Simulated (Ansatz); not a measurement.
# HgTe: stress in a strained cell

HgTe is deformed so: equal xy, yz and zx engineering shear strains of -2 %. What stress and forces result, by LAPW, PAW and all-electron datasets made for the crystal?

Computed with Ansatz 0.2.0 (DFT PBE, scalar-relativistic, unless a step's input says otherwise).

### Step 1. The system as given

It takes space group F-43m (No. 216, cubic). Conventional cell: a = 6.447 Å, b = 6.447 Å, c = 6.447 Å, α = 90.00°, β = 90.00°, γ = 90.00°. Hg (site symmetry -43m) has 4 Te at 2.79 Å as nearest neighbours. Te (site symmetry -43m) is surrounded by 4 Hg at 2.79 Å.

As a file:

```
CELL_PARAMETERS angstrom
0.00000 3.22350 3.22350
3.22350 0.00000 3.22350
3.22350 3.22350 0.00000
ATOMIC_POSITIONS crystal
Hg 0.00000 0.00000 0.00000
Te 0.75000 0.75000 0.75000
```

Atoms are numbered in the order of the input: Hg1, Te2.

### Step 2. After the deformation

Space group F-43m before, R3m after.

### Step 3. LAPW, all electrons

input.yaml

```yaml
crystal:
  lattice:
    - [-0.06447, 3.191265, 3.191265]
    - [3.191265, -0.06447, 3.191265]
    - [3.191265, 3.191265, -0.06447]
  atoms:
    - { symbol: Hg, position: [0.0, 0.0, 0.0] }
    - { symbol: Te, position: [0.75, 0.75, 0.75] }
kpoints:
  mp_grid: { grid: [11, 11, 11] }
  band_path:
    path:
      - [0.0, 0.0, 0.0]
      - [0.5, 0.5, 0.5]
      - [0.2551801333, 0.5, 0.7448198667]
      - [-0.2551801333, 0.2551801333, 0.5]
      - [0.0, 0.0, 0.5]
      - [0.0, 0.0, 0.0]
      - [-0.3775900666, 0.0, 0.3775900666]
      - [0.0, 0.3775900666, 0.6224099334]
      - [0.0, 0.5, 0.5]
    npoints: 5
scf:
  occupations: { method: fermi_dirac, width: 0.03 }
hamiltonian:
  xc: pbe
  pseudopotentials: { kind: all_electron, lapw: { basis_error: 0.0005 } }
output:
  forces: true
  stress: true
  eigenvalues: true
```

Launch:

```
ansatz run input.yaml --threads 1 --pin off --max-ram 3072MiB --backend cpu --events-out ev --progress --plain --runs-dir out
```

### Step 4. PAW on the default files

input.yaml

```yaml
crystal:
  lattice:
    - [-0.06447, 3.191265, 3.191265]
    - [3.191265, -0.06447, 3.191265]
    - [3.191265, 3.191265, -0.06447]
  atoms:
    - { symbol: Hg, position: [0.0, 0.0, 0.0] }
    - { symbol: Te, position: [0.75, 0.75, 0.75] }
kpoints:
  mp_grid: { grid: [11, 11, 11] }
scf:
  occupations: { method: fermi_dirac, width: 0.03 }
hamiltonian:
  xc: pbe
  pseudopotentials: { kind: paw }
output:
  forces: true
  stress: true
  eigenvalues: true
  efg: { contact_densities: true }
```

### Step 5. All-electron PAW on datasets made for the crystal

input.yaml: that of step 4 with these lines changed.

```diff
@@ -14,3 +14,3 @@
   xc: pbe
-  pseudopotentials: { kind: paw }
+  pseudopotentials: { kind: all_electron, datasets: crystal }
 output:
```

(Steps that only read results are left out.)

**Question.** What will these runs give? Wanted: pressure; largest shear or deviatoric stress.

**Answer**, as computed:

| quantity | value |
| --- | --- |
| pressure | LAPW 4.17, PAW 4.17, crystal datasets 4.17 GPa |
| largest shear or deviatoric stress (LAPW) | 0.92 GPa |

What this shows: The largest part of the stress beyond the pressure is 0.92 GPa in size; the atoms are carried along and not relaxed. No run of the undeformed cell stands beside it, so the pressure holds what the given cell had before the change. PAW: stress within 0.01 GPa of LAPW, forces within 1 meV/Å. Crystal datasets: stress within 0.01 GPa of LAPW, forces within 1 meV/Å. Spin-orbit coupling is left out, though the cell holds Hg; in elements this heavy it can shift bands and gaps by tenths of an eV.
